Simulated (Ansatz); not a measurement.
Density of states of HfH₂ (I4/mmm, a = 3.464 Å, b = 3.464 Å, c = 4.238 Å, α = 90.00°, β = 90.00°, γ = 90.00°), in states per eV and primitive cell, averaged over bins of 0.4 eV. Method: DFT PBEsol, scalar-relativistic, plane waves, PAW (Ansatz).

Settings: cutoff 420 eV, Γ-centred mesh 16×16×16 on the computed 3-atom cell, Gaussian smearing of 0.10 eV; no spin polarisation.

The cell is relaxed at this level. The states (both spins) are summed by tetrahedra on a 24×24×24 mesh at the self-consistent density. Energies are bin centres; the table starts no lower than −8 eV and ends at 6 eV, or lower where the solved bands end.

It is a metal at this level.

| E − E_F (eV) | total | Hf 5d | H 1s | Hf 6s | Hf 5p |
| --- | --- | --- | --- | --- | --- |
| -7.85 | 0.73 | 0.27 | 0.33 | 0.09 | 0.02 |
| -7.45 | 0.95 | 0.40 | 0.44 | 0.07 | 0.03 |
| -7.05 | 0.59 | 0.23 | 0.29 | 0.04 | 0.02 |
| -6.65 | 0.70 | 0.31 | 0.34 | 0.03 | 0.02 |
| -6.25 | 1.11 | 0.46 | 0.58 | 0.02 | 0.04 |
| -5.85 | 1.24 | 0.50 | 0.67 | 0.02 | 0.04 |
| -5.45 | 1.19 | 0.43 | 0.69 | 0.02 | 0.04 |
| -5.05 | 0.79 | 0.30 | 0.45 | 0.01 | 0.02 |
| -4.65 | 0.27 | 0.12 | 0.14 | 0.00 | 0.00 |
| -4.25 | 0.15 | 0.08 | 0.07 | 0.00 | 0.00 |
| -3.85 | 0.16 | 0.11 | 0.04 | 0.01 | 0.00 |
| -3.45 | 0.24 | 0.18 | 0.04 | 0.01 | 0.00 |
| -3.05 | 0.37 | 0.31 | 0.03 | 0.01 | 0.00 |
| -2.65 | 0.57 | 0.51 | 0.03 | 0.01 | 0.01 |
| -2.25 | 0.66 | 0.60 | 0.03 | 0.01 | 0.01 |
| -1.85 | 0.64 | 0.59 | 0.02 | 0.01 | 0.00 |
| -1.45 | 0.62 | 0.57 | 0.01 | 0.01 | 0.00 |
| -1.05 | 0.67 | 0.63 | 0.01 | 0.01 | 0.00 |
| -0.65 | 0.58 | 0.55 | 0.01 | 0.01 | 0.00 |
| -0.25 | 0.62 | 0.60 | 0.00 | 0.01 | 0.00 |
| 0.15 | 0.46 | 0.44 | 0.00 | 0.00 | 0.00 |
| 0.55 | 0.96 | 0.91 | 0.01 | 0.02 | 0.00 |
| 0.95 | 1.30 | 1.20 | 0.02 | 0.04 | 0.00 |
| 1.35 | 1.11 | 1.01 | 0.03 | 0.03 | 0.00 |
| 1.75 | 1.09 | 0.97 | 0.03 | 0.05 | 0.00 |
| 2.15 | 0.99 | 0.88 | 0.03 | 0.03 | 0.00 |
| 2.55 | 0.83 | 0.72 | 0.04 | 0.02 | 0.00 |
| 2.95 | 1.22 | 1.03 | 0.05 | 0.07 | 0.00 |
| 3.35 | 1.53 | 1.22 | 0.07 | 0.14 | 0.00 |
| 3.75 | 1.62 | 1.36 | 0.06 | 0.12 | 0.00 |
| 4.15 | 1.37 | 1.05 | 0.08 | 0.17 | 0.00 |
| 4.55 | 1.08 | 0.69 | 0.10 | 0.20 | 0.00 |
| 4.95 | 1.17 | 0.74 | 0.12 | 0.17 | 0.00 |
| 5.35 | 0.99 | 0.54 | 0.14 | 0.15 | 0.00 |
| 5.75 | 0.60 | 0.24 | 0.11 | 0.12 | 0.00 |

The columns after the total are the Löwdin projections on the occupied valence shells of the potentials. The rest of the total lies in shells that are empty in the free atom, which aren't projected, and between the atoms.

Spin-orbit coupling is left out, which matters for the bands of heavy elements.

Cost: 1 run of about 0.69 core-minutes, on Arm Neoverse V2 (shared hosts).